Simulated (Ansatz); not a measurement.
Band edges of BaTe (Fm-3m)

```xyz
2
Lattice="0.0000 3.4331 3.4331 3.4331 0.0000 3.4331 3.4331 3.4331 0.0000" Properties=species:S:1:pos:R:3 pbc="T T T"
Ba    0.0000    0.0000    0.0000
Te    3.4331    3.4331    3.4331
```

Conventional cell: a = 6.866 Å, b = 6.866 Å, c = 6.866 Å, α = 90.00°, β = 90.00°, γ = 90.00°. Around Ba (atom 1) lie 6 Te at 3.43 Å. Around Te (atom 2) lie 6 Ba at 3.43 Å.

Level of theory, where no other is named: LDA, all-electron LAPW in Ansatz 0.2.0, scalar-relativistic. k mesh 6×6×6, fixed occupations, basis error target 1 meV/atom. The cell was relaxed by PAW under this functional.

Extrema are searched on a 10×10×10 mesh and refined by Newton steps; masses come from band slopes 0.005 Å⁻¹ away, 1/m* = (1/ħ²) d²E/dk², negative for holes (the finite step makes the lightest masses up to about 3 % heavy). k is in units of the reciprocal vectors.

Problem. Where are the band edges, and is the gap direct?

Solution. The valence maximum lies at Gamma (0.000, 0.000, 0.000) and the conduction minimum at X (0.000, -0.500, -0.500), so the Kohn-Sham gap of 1.360 eV is indirect; the least direct gap on the mesh is 1.707 eV. A further valence extremum at X (0.000, -0.500, -0.500) lies 0.348 eV from the edge (3 equivalent points).

Problem. What are the electron masses at the edge?

Solution. The principal masses are 0.248, 0.248, 1.3 mₑ. One valley has a density-of-states mass (m₁m₂m₃)^(1/3) = 0.431; 3 valleys give N^(2/3) times that, 0.897; the direction-averaged conductivity mass 3/Σ(1/mᵢ) is 0.34 mₑ.

Problem. Several bands lie at or near the hole edge, or its surface isn't an ellipsoid. What are the masses by direction?

Solution. 

| direction | branch from the edge | its level at the point (eV from the edge) | m*/mₑ |
| --- | --- | --- | --- |
| 100 | 1 | 0.000 | -1.19 |
| 100 | 2 | 0.000 | -1.19 |
| 100 | 3 | 0.000 | -0.144 |
| 110 | 1 | 0.000 | -1.19 |
| 110 | 2 | 0.000 | -0.398 |
| 110 | 3 | 0.000 | -0.19 |
| 111 | 1 | 0.000 | -0.511 |
| 111 | 2 | 0.000 | -0.511 |
| 111 | 3 | 0.000 | -0.213 |
| 11-2 | 1 | 0.000 | -0.715 |
| 11-2 | 2 | 0.000 | -0.562 |
| 11-2 | 3 | 0.000 | -0.184 |

Problem. Along the Cartesian direction 110 the conduction slope is 0.0914 eV·Å one step out. What is it four steps out, and what does that say?

Solution. 0.3649 eV·Å, 3.992 times the first; a parabola would give 4, so the band is nearly parabolic here.

Problem. What electronic dielectric constant and refractive index follow from the same bands (independent particles)?

Solution. ε∞ = (7.20, 7.20, 7.20), so n ≈ √ε∞ = 2.68 (mean over directions) well under the gap and the normal reflectivity is ((n − 1)/(n + 1))² = 0.209. With the conductivity mass, a hydrogenic donor screened by ε∞ alone would bind by 13.6 eV × m*/ε∞² = 89 meV; static screening by the ions makes it shallower. Local fields, left out here, lower ε∞ by several per cent.

Problem. What gap does PAW give in the same cell?

Solution. 1.360 eV, 0 meV from the LAPW value.

Problem. Cells strained by ±0.5 % (all lengths, zz alone, equal engineering shears γ in yz, zx, xy; ions relaxed) give deformation potentials. How do the edge levels move, in eV per unit strain against the centre of the top valence set?

Solution. 

| point | k | side | bands | level (eV) | d/dlnV | d/dε_zz | d/dγ | split/ε_zz | split/γ |
| --- | --- | --- | --- | --- | --- | --- | --- | --- | --- |
| Gamma | 0.00 0.00 0.00 | valence | 3 | 0.000 | 0.00 | 0.00 | 0.00* | 3.08 | 4.82 |
| X | 0.00 -0.50 -0.50 | valence | 2 | -0.348 | -0.20 | -1.10 | 0.00* | 2.71 | 4.11 |
| X | 0.00 -0.50 -0.50 | conduction | 1 | 1.360 | 2.25 | 2.17 | 0.00* | – | – |
| X | -0.50 -0.50 0.00 | valence | 2 | -0.348 | -0.20 | 1.59 | 0.00* | 0.00 | 4.11 |
| X | -0.50 -0.50 0.00 | conduction | 1 | 1.360 | 2.25 | 2.41 | 0.00* | – | – |
| L | -0.50 0.00 0.00 | valence | 2 | -1.192 | 2.03 | 2.03 | -1.46 | 0.17 | 6.07 |
| L | -0.50 0.00 0.00 | conduction | 1 | 4.094 | -1.17 | -1.17 | -0.41 | – | – |
| L | -0.50 -0.50 -0.50 | valence | 2 | -1.192 | 2.03 | 2.03 | 4.37 | 0.17 | 0.00 |
| L | -0.50 -0.50 -0.50 | conduction | 1 | 4.094 | -1.17 | -1.17 | 1.23 | – | – |

For the triplet at Γ the single level moves against the pair by 3bε_zz and by 3√3 d (γ/2), so b = -1.03 eV and d = -1.85 eV.

Sets with another level within 0.15 eV are left out, since it mixes in under strain; the reference set stays in any case. Entries marked * vanish by symmetry to first order; what they show is the residue of the finite step. These cells use a basis error target of 0.5 meV/atom.

Keep in mind: no spin-orbit coupling on heavy atoms; semilocal gaps are low, and what follows the gap (onsets, screening, light masses) shifts with it; without spin-orbit coupling, bands that meet at the valence top are not the light and heavy holes of experiment; the frozen-core PAW files of the compared runs were fitted under PBE, their cores solved anew for this functional.
